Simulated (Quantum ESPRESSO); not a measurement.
Crystal: Mo.

```
Mo
1.0
    -1.58381    1.58381    1.58381
     1.58381   -1.58381    1.58381
     1.58381    1.58381   -1.58381
Mo
1
Direct
  0.00000 0.00000 0.00000
```

| Item | Value |
| --- | --- |
| Program | Quantum ESPRESSO 7.5 |
| Task | Hubbard U by linear response |
| Functional | PBEsol |
| Potentials or basis | GBRV 1.5 PBEsol |
| Cutoff | 612 eV |
| Density cutoff | 4898 eV |
| k mesh | 10 × 10 × 10 |
| Occupations | cold, width 0.2 eV |
| Spin | no spin polarisation |
| Hubbard terms | Mo d U = 8.0 eV |
| Start of the occupations | default |
| Hubbard projectors | ortho-atomic |
| Mixing beta | 0.3 |
| Most SCF iterations | 120 |
| SCF threshold | 2e-10 Ry |
| q mesh | 2 × 2 × 2 |

Q: What Hubbard parameters does linear response give?

A: U = 3.28 eV on Mo 4d. The values belong to these projectors, potentials and this ground state, and don't carry over to other codes.

Hubbard U from linear response:
```
site  manifold  U (eV)
   1     Mo-4d    3.28
```
On the first site the bare response is -0.835 and the screened one -0.207 eV⁻¹.

Eigenvalues of the final occupation matrices:
```
   site  spin  trace               eigenvalues
Mo 1 4d  each   2.39  0.24 0.24 0.64 0.64 0.64
```

Caveat: the computed U isn't converged in cell size; U without spin polarisation on a metal has little footing; the U is typed as a test and isn't derived for this compound.
